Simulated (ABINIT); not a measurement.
## Completion of the band sum in GW: AlAs (F-43m)

Wanted: gap and time of AlAs (F-43m) with truncated and completed band sums.

Calculated with ABINIT 10.8.3; PBE and many-body steps on it, plane waves.

**1. Set-up**

The structure is cubic, space group F-43m (No. 216). Conventional cell: a = 5.661 Å, b = 5.661 Å, c = 5.661 Å, α = 90.00°, β = 90.00°, γ = 90.00°. Nearest to Al lie 4 As at 2.45 Å. Nearest to As lie 4 Al at 2.45 Å. Farther neighbours are not listed.

Structure file:

```cif
data_structure
_symmetry_space_group_name_H-M 'F-43m'
_symmetry_Int_Tables_number 216
_cell_length_a 5.6608
_cell_length_b 5.6608
_cell_length_c 5.6608
_cell_angle_alpha 90.000
_cell_angle_beta 90.000
_cell_angle_gamma 90.000
_cell_volume 181.40
loop_
_atom_site_label
_atom_site_type_symbol
_atom_site_symmetry_multiplicity
_atom_site_Wyckoff_symbol
_atom_site_fract_x
_atom_site_fract_y
_atom_site_fract_z
_atom_site_occupancy
Al1 Al 4 a 0.00000 0.00000 0.00000 1
As1 As 4 d 0.25000 0.25000 0.75000 1
```

The cell and positions come from the Crystallography Open Database and are kept as given unless a step says otherwise.

**2. Empty states on the mesh, 4×4×4 mesh, 156 bands**

This step: ABINIT 10.8.3; DFT, PBE, plane waves, norm-conserving pseudopotentials.

The sums over transitions need many empty states on a uniform mesh; this step solves for them.

run.abi

```
acell 3*1.0 Angstrom
rprim 
  0.000000000000 2.830400000000 2.830400000000
  2.830400000000 0.000000000000 2.830400000000
  2.830400000000 2.830400000000 -0.000000000000
ntypat 2
znucl 13 33
natom 2
typat 1 2
xred 
  0.000000000000 0.000000000000 0.000000000000
  0.250000000000 0.250000000000 0.250000000000
pp_dirpath "pseudos"
pseudos "Al.upf, As.upf"
ecut 44
ngkpt 4 4 4
nshiftk 1
shiftk 0 0 0
kptopt 1
chksymbreak 0
irdden 1
istwfk *1
nband 156
prtvol 0
optdriver 6
gwr_task "HDIAGO"
paral_kgb 0
occopt 1
indata_prefix "in"
outdata_prefix "out"
tmpdata_prefix "tmp"
```

Command:

```console
OMP_NUM_THREADS=1 mpirun -n 8 abinit run.abi > log
```

The program printed:

```text
.Version 10.8.3 of ABINIT. v10.8.2 released Aug 2026.

 Symmetries : space group F-4 3 m (#216); Bravais cF (face-center cubic)
[... echo of the input left out ...]
== DATASET  1 ==================================================================
-   mpi_nproc: 8, omp_nthreads: 1 (-1 if OMP is not activated)

--- !DatasetInfo
iteration_state: {dtset: 1, }
dimensions: {natom: 2, nkpt: 8, mband: 156, nsppol: 1, nspinor: 1, nspden: 1, mpw: 4314, }
cutoff_energies: {ecut:  44.0, pawecutdg:  -1.0, }
[...]
Indirect band gap semiconductor
 Fundamental gap:     1.436 (eV)
   VBM:     4.434 (eV) at k: [ 0.0000E+00,  0.0000E+00,  0.0000E+00]
   CBM:     5.870 (eV) at k: [ 5.0000E-01,  5.0000E-01,  0.0000E+00]
 Direct gap:         2.044 (eV) at k: [ 0.0000E+00,  0.0000E+00,  0.0000E+00]

== END DATASET(S) ==============================================================
================================================================================

 -outvars: echo values of variables after computation  --------
           etotal      0.0000000000E+00
            nband         156
             nkpt           8
          spgroup         216
 [... the other variables as echoed above ...]

 Calculation completed.
```

Wall time 1.8 min (8 MPI ranks of Arm Neoverse N1, shared host); peak memory 8.2 GiB; 15 min of CPU time.

Numbers from this step:

```
gap                                                           : 1.436 eV
k of the valence top                                          : 0, 0, 0
k of the conduction bottom                                    : 0.5, 0.5, 0
least direct gap                                              : 2.044 eV
k points computed                                             : 8
lowest point of the top converged band, above the valence top : 108.3176 eV
```

On this mesh the gap is 1.436 eV.

The density comes from a self-consistent run that is not shown.

**3. Screening, 4×4×4 mesh, 148 bands, screening to 190.5 eV**

The RPA dielectric matrix is built and inverted for each q.

This step: RPA screening on PBE, plane waves, norm-conserving pseudopotentials.

run.abi: that of step 2 with these lines changed.

```diff
@@ -20,10 +20,11 @@
 chksymbreak 0
-irdden 1
 istwfk *1
-nband 156
-prtvol 0
-optdriver 6
-gwr_task "HDIAGO"
-paral_kgb 0
 occopt 1
+irdwfk 1
+optdriver 3
+nband 148
+ecuteps 7
+inclvkb 2
+awtr 1
+symchi 1
 indata_prefix "in"
```

The program printed:

```text
.Version 10.8.3 of ABINIT. v10.8.2 released Aug 2026.

 Symmetries : space group F-4 3 m (#216); Bravais cF (face-center cubic)
[... echo of the input left out ...]
== DATASET  1 ==================================================================
-   mpi_nproc: 8, omp_nthreads: 1 (-1 if OMP is not activated)

--- !DatasetInfo
iteration_state: {dtset: 1, }
dimensions: {natom: 2, nkpt: 8, mband: 148, nsppol: 1, nspinor: 1, nspden: 1, mpw: 4314, }
cutoff_energies: {ecut:  44.0, pawecutdg:  -1.0, }
electrons: {nelect:   2.60000000E+01, charge:   0.00000000E+00, occopt:   1.00000000E+00, tsmear:   1.00000000E-02, }

 SCREENING: Calculation of the susceptibility and dielectric matrices

 Based on a program developped by R.W. Godby, V. Olevano, G. Onida, and L. Reining.
 Incorporated in ABINIT by V. Olevano, G.-M. Rignanese, and M. Torrent.
.Using double precision arithmetic ; gwpc =  8

[... cell and pseudopotentials left out ...]
--------------------------------------------------------------------------------

 ==== K-mesh for the wavefunctions ====
 Number of points in the irreducible wedge :     8
[... list of points left out ...]
 Together with 24 symmetry operations and time-reversal symmetry
 yields    64 points in the full Brillouin Zone.

 ==== Q-mesh for the screening function ====
 Number of points in the irreducible wedge :     8
[... list of points left out ...]
 Together with 24 symmetry operations and time-reversal symmetry
 yields    64 points in the full Brillouin Zone.

 setmesh: FFT mesh size selected  =    32x   32x   32
          total number of points  =        32768

 vcoul_init : cutoff-mode = AUXILIARY_FUNCTION
 q-points for optical limit:   1
     1)      0.000010    0.000020    0.000030

- screening: taking advantage of time-reversal symmetry
- Maximum band index for partially occupied states nbvw = 13
- Remaining bands to be divided among processors   nbcw = 135
- Number of bands treated by each node ~16

 Number of electrons calculated from density =   26.0000; Expected =   26.0000
 average of density, n =  0.084958
 r_s =    1.4111
 omega_plasma =   28.1162 [eV]

 calculating chi0 at frequencies [eV] :
  1    0.000000E+00    0.000000E+00
  2    0.000000E+00    2.811624E+01

--------------------------------------------------------------------------------
  q-point number  1        q = ( 0.000000, 0.000000, 0.000000) [r.l.u.]
--------------------------------------------------------------------------------
[... chi0 elements left out ...]
 For q-point:  0.000010 0.000020 0.000030
  dielectric constant =  14.2193
  dielectric constant without local fields =  15.9582

  Average fulfillment of the sum rule on Im[epsilon] for q-point    1 :     49.04  [%]
[... wings left out ...]
  q-point number  2        q = ( 0.250000, 0.000000, 0.000000) [r.l.u.]
--------------------------------------------------------------------------------
[... chi0 elements left out ...]
  Average fulfillment of the sum rule on Im[epsilon] for q-point    2 :     54.53  [%]

 [... 6 further q-points ...]
```

It took 83 s on 8 MPI ranks; peak memory 1.8 GiB; 11 min of CPU time.

Numbers from this step:

| Property | Result |
| --- | --- |
| ε∞ with local fields, on this mesh, along the program's q direction | 14.22 |
| the same without local fields | 15.96 |
| plasma frequency | 28.12 eV |
| plane waves in the screening matrix | 283 |

Local fields lower ε∞ by 11 %. On a Γ-centred mesh this coarse the value itself is usually too large, while a short band sum pulls it down.

**4. 148 bands**

The self-energy is evaluated for the states that the input lists, and the levels follow from it, in one-shot runs by the linearised quasiparticle equation.

This step: G0W0 on PBE, plane waves, norm-conserving pseudopotentials.

run.abi: that of step 3 with these lines changed.

```diff
@@ -23,8 +23,17 @@
 irdwfk 1
-optdriver 3
+optdriver 4
 nband 148
+gwcalctyp 0
+ecutsigx 44
+symsigma 1
+nkptgw 2
+kptgw 
+  0.0000000000 0.0000000000 0.0000000000
+  0.5000000000 0.5000000000 0.0000000000
+bdgw 
+  11 17
+  12 15
 ecuteps 7
-inclvkb 2
-awtr 1
-symchi 1
+irdscr 1
+ppmodel 1
 indata_prefix "in"
```

The program printed:

```text
.Version 10.8.3 of ABINIT. v10.8.2 released Aug 2026.

 Symmetries : space group F-4 3 m (#216); Bravais cF (face-center cubic)
[... echo of the input left out ...]
== DATASET  1 ==================================================================
-   mpi_nproc: 8, omp_nthreads: 1 (-1 if OMP is not activated)

--- !DatasetInfo
iteration_state: {dtset: 1, }
dimensions: {natom: 2, nkpt: 8, mband: 148, nsppol: 1, nspinor: 1, nspden: 1, mpw: 4314, }
cutoff_energies: {ecut:  44.0, pawecutdg:  -1.0, }
electrons: {nelect:   2.60000000E+01, charge:   0.00000000E+00, occopt:   1.00000000E+00, tsmear:   1.00000000E-02, }

 SIGMA: Calculation of the GW corrections

 Based on a program developped by R.W. Godby, V. Olevano, G. Onida, and L. Reining.
 Incorporated in ABINIT by V. Olevano, G.-M. Rignanese, and M. Torrent.
.Using double precision arithmetic ; gwpc =  8

[... cell and pseudopotentials left out ...]
--------------------------------------------------------------------------------

 ==== K-mesh for the wavefunctions ====
 Number of points in the irreducible wedge :     8
[... list of points left out ...]
 Together with 24 symmetry operations and time-reversal symmetry
 yields    64 points in the full Brillouin Zone.

 ==== Q-mesh for screening function ====
 Number of points in the irreducible wedge :     8
[... list of points left out ...]
 Together with 24 symmetry operations and time-reversal symmetry
 yields    64 points in the full Brillouin Zone.

 vcoul_init : cutoff-mode = AUXILIARY_FUNCTION
 q-points for optical limit:   1
     1)      0.000010    0.000020    0.000030
 setmesh: FFT mesh size selected  =    45x   45x   45
          total number of points  =        91125

 Number of electrons calculated from density =   26.0000; Expected =   26.0000
 average of density, n =  0.084958
 r_s =    1.4111
 omega_plasma =   28.1162 [eV]

 === KS Band Gaps ===
  >>>> For spin  1
   Minimum direct gap =   2.0442 [eV], located at k-point      :   0.0000  0.0000  0.0000
   Fundamental gap    =   1.4358 [eV], Top of valence bands at :   0.0000  0.0000  0.0000
                                       Bottom of conduction at :   0.5000  0.5000  0.0000
 SIGMA fundamental parameters:
 PLASMON POLE MODEL  1
 number of plane-waves for SigmaX                 4279
 number of plane-waves for SigmaC and W            283
 number of plane-waves for wavefunctions          4279
 number of bands                                   148
 number of independent spin polarizations            1
 number of spinorial components                      1
 number of k-points in IBZ                           8
 number of q-points in IBZ                           8
 number of symmetry operations                      24
 number of k-points in BZ                           64
 number of q-points in BZ                           64
 number of frequencies for dSigma/dE                 9
 frequency step for dSigma/dE [eV]                0.25
 number of omega for Sigma on real axis              0
 max omega for Sigma on real axis  [eV]           0.00
 zcut for avoiding poles [eV]                     0.10

 EPSILON^-1 parameters (SCR file):
 dimension of the eps^-1 matrix on file            283
 dimension of the eps^-1 matrix used               283
 number of plane-waves for wavefunctions          4279
 number of bands                                   148
 number of q-points in IBZ                           8
 number of frequencies                               2
 number of real frequencies                          1
 number of imag frequencies                          1

 matrix elements of self-energy operator (all in [eV])

 Perturbative Calculation

--- !SelfEnergy_ee
iteration_state: {dtset: 1, }
kpoint     : [   0.000,    0.000,    0.000, ]
spin       : 1
KS_gap     :    2.044
QP_gap     :    2.788
Delta_QP_KS:    0.744
data: !SigmaeeData |
     Band     E0 <VxcDFT>   SigX SigC(E0)      Z dSigC/dE  Sig(E)    E-E0       E
       11   4.434 -13.057 -14.997   1.174   0.786  -0.272 -13.660  -0.603   3.831
       12   4.434 -13.057 -14.997   1.174   0.786  -0.272 -13.660  -0.603   3.831
       13   4.434 -13.057 -14.997   1.174   0.786  -0.272 -13.660  -0.603   3.831
       14   6.478 -11.857  -7.665  -4.014   0.795  -0.258 -11.716   0.142   6.619
       15   8.727  -9.563  -5.073  -4.395   0.781  -0.280  -9.489   0.075   8.801
       16   8.727  -9.563  -5.073  -4.395   0.781  -0.280  -9.489   0.075   8.801
       17   8.727  -9.563  -5.073  -4.395   0.781  -0.280  -9.489   0.075   8.801

--- !SelfEnergy_ee
iteration_state: {dtset: 1, }
kpoint     : [   0.500,    0.500,    0.000, ]
spin       : 1
KS_gap     :    3.609
QP_gap     :    4.315
Delta_QP_KS:    0.706
data: !SigmaeeData |
     Band     E0 <VxcDFT>   SigX SigC(E0)      Z dSigC/dE  Sig(E)    E-E0       E
       12   2.260 -11.610 -14.419   1.765   0.765  -0.307 -12.409  -0.798   1.462
       13   2.260 -11.610 -14.419   1.765   0.765  -0.307 -12.409  -0.798   1.462
       14   5.870  -8.423  -4.736  -3.802   0.803  -0.246  -8.515  -0.093   5.777
       15   6.735  -9.140  -5.244  -3.856   0.801  -0.249  -9.109   0.031   6.766

== END DATASET(S) ==============================================================
================================================================================

 -outvars: echo values of variables after computation  --------
           etotal      0.0000000000E+00
            nband         148
             nkpt           8
          spgroup         216
 [... the other variables as echoed above ...]

 Calculation completed.
```

Wall time 20 s (8 MPI ranks); peak memory 1.7 GiB.

This step gave:

| Item | Value |
| --- | --- |
| G0W0 gap on the points computed | 1.946 eV |
| starting gap on the mesh | 1.436 eV |
| k of the valence top | 0, 0, 0 |
| k of the conduction bottom | 0.5, 0.5, 0 |
| Z at the valence top | 0.786 |
| Z at the conduction bottom | 0.803 |
| least direct G0W0 gap on the computed points | 2.788 eV |

The gap on the mesh goes from 1.44 eV to 1.95 eV, a correction of +0.51 eV.

**5. Screening, 4×4×4 mesh, 25 bands, screening to 190.5 eV**

This step: RPA screening on PBE, plane waves, norm-conserving pseudopotentials.

run.abi: that of step 4 with these lines changed.

```diff
@@ -23,17 +23,8 @@
 irdwfk 1
-optdriver 4
-nband 148
-gwcalctyp 0
-ecutsigx 44
-symsigma 1
-nkptgw 2
-kptgw 
-  0.0000000000 0.0000000000 0.0000000000
-  0.5000000000 0.5000000000 0.0000000000
-bdgw 
-  11 17
-  12 15
+optdriver 3
+nband 25
 ecuteps 7
-irdscr 1
-ppmodel 1
+inclvkb 2
+awtr 1
+symchi 1
 indata_prefix "in"
```

The program printed:

```text
.Version 10.8.3 of ABINIT. v10.8.2 released Aug 2026.

 Symmetries : space group F-4 3 m (#216); Bravais cF (face-center cubic)
[... echo of the input left out ...]
== DATASET  1 ==================================================================
-   mpi_nproc: 8, omp_nthreads: 1 (-1 if OMP is not activated)

--- !DatasetInfo
iteration_state: {dtset: 1, }
dimensions: {natom: 2, nkpt: 8, mband: 25, nsppol: 1, nspinor: 1, nspden: 1, mpw: 4314, }
cutoff_energies: {ecut:  44.0, pawecutdg:  -1.0, }
electrons: {nelect:   2.60000000E+01, charge:   0.00000000E+00, occopt:   1.00000000E+00, tsmear:   1.00000000E-02, }

 SCREENING: Calculation of the susceptibility and dielectric matrices

 Based on a program developped by R.W. Godby, V. Olevano, G. Onida, and L. Reining.
 Incorporated in ABINIT by V. Olevano, G.-M. Rignanese, and M. Torrent.
.Using double precision arithmetic ; gwpc =  8

[... cell and pseudopotentials left out ...]
--------------------------------------------------------------------------------

 ==== K-mesh for the wavefunctions ====
 Number of points in the irreducible wedge :     8
[... list of points left out ...]
 Together with 24 symmetry operations and time-reversal symmetry
 yields    64 points in the full Brillouin Zone.

 ==== Q-mesh for the screening function ====
 Number of points in the irreducible wedge :     8
[... list of points left out ...]
 Together with 24 symmetry operations and time-reversal symmetry
 yields    64 points in the full Brillouin Zone.

 setmesh: FFT mesh size selected  =    32x   32x   32
          total number of points  =        32768

 vcoul_init : cutoff-mode = AUXILIARY_FUNCTION
 q-points for optical limit:   1
     1)      0.000010    0.000020    0.000030

- screening: taking advantage of time-reversal symmetry
- Maximum band index for partially occupied states nbvw = 13
- Remaining bands to be divided among processors   nbcw = 12
- Number of bands treated by each node ~1

 Number of electrons calculated from density =   26.0000; Expected =   26.0000
 average of density, n =  0.084958
 r_s =    1.4111
 omega_plasma =   28.1162 [eV]

 calculating chi0 at frequencies [eV] :
  1    0.000000E+00    0.000000E+00
  2    0.000000E+00    2.811624E+01

--------------------------------------------------------------------------------
  q-point number  1        q = ( 0.000000, 0.000000, 0.000000) [r.l.u.]
--------------------------------------------------------------------------------
[... chi0 elements left out ...]
 For q-point:  0.000010 0.000020 0.000030
  dielectric constant =  14.1147
  dielectric constant without local fields =  15.9233

  Average fulfillment of the sum rule on Im[epsilon] for q-point    1 :     12.33  [%]
[... wings left out ...]
  q-point number  2        q = ( 0.250000, 0.000000, 0.000000) [r.l.u.]
--------------------------------------------------------------------------------
[... chi0 elements left out ...]
  Average fulfillment of the sum rule on Im[epsilon] for q-point    2 :     26.01  [%]

 [... 6 further q-points ...]
```

Wall time 18 s (8 MPI ranks); peak memory 1.2 GiB.

Numbers from this step:

- ε∞ with local fields, on this mesh, along the program's q direction: 14.11
- the same without local fields: 15.92
- plasma frequency: 28.12 eV
- plane waves in the screening matrix: 283

(Part 1 of 2 ends here.)

[Paths, hosts, dates, memory and timing lines, banners, echoed tables and standing remarks are left out of the program output.]

[Logs are printed without paths, hosts, clocks, repeated set-up lines and the standing remarks that a program may print on its own settings, such as how far it seeks lower states.]

[Runs of the session that timed out or met a known fault of the program may be left out.]

[Hosts, paths, dates, database ids (printed as entryN), source tags and the programs' standing remarks are cut or masked in the printed files.]

[G0W0 gaps are taken among the corrected bands and points alone; a level outside them can change the order at an edge.]

[Where Ansatz stands beside ABINIT at settings called matched, ABINIT's density can come from a denser mesh and the files from another edition; pairs whose starting gaps differed by over 0.03 eV were left out, so agreement reads better than it is.]
